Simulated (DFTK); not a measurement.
# Rh under changes of volume

One of the cells (13.671 Å³/atom); the others are scaled copies at fixed shape and fractional positions:

```xyz
1
Lattice="0.0000 1.8979 1.8979 1.8979 0.0000 1.8979 1.8979 1.8979 0.0000" Properties=species:S:1:pos:R:3 pbc="T T T"
Rh    0.0000    0.0000    0.0000
```

- Program: DFTK 0.8.2
- Functional: r2SCAN
- Potentials or basis: SG15 1.2 (PBE)
- Cutoff: 1225 eV
- k mesh: 7 × 7 × 7
- Occupations: fermi-dirac, width 0.05 eV
- Spin: no spin polarisation

| volume (Å³/atom) | energy over the lowest point (meV/atom) | pressure (GPa) |
| --- | --- | --- |
| 12.851 | 38.15 | 18.2 |
| 13.125 | 13.74 | 10.6 |
| 13.398 | 1.51 | 3.9 |
| 13.671 | 0.00 | -2.0 |
| 13.945 | 7.95 | -7.2 |
| 14.218 | 24.24 | -11.8 |
| 14.492 | ? | ? |

Task: What does the run at 14.492 Å³/atom give?

Result: Energy over the lowest point 47.91 meV/atom; pressure -15.8 GPa.

Worked out: A Birch-Murnaghan fit of order 3 (a polynomial in V^(-2/3)) to the other rows has its minimum at 13.58 Å³/atom with B0 = V·E''(V) = 287 GPa and B' = 5.1. It gives 47.99 meV/atom at 14.492 Å³/atom, against the run's 47.91, and -dE/dV = -15.9 GPa, against -15.8.

Energies are extrapolated to zero smearing.

Caveats: all runs use coarse meshes; the potentials were made for another functional, which shifts forces and pressure.
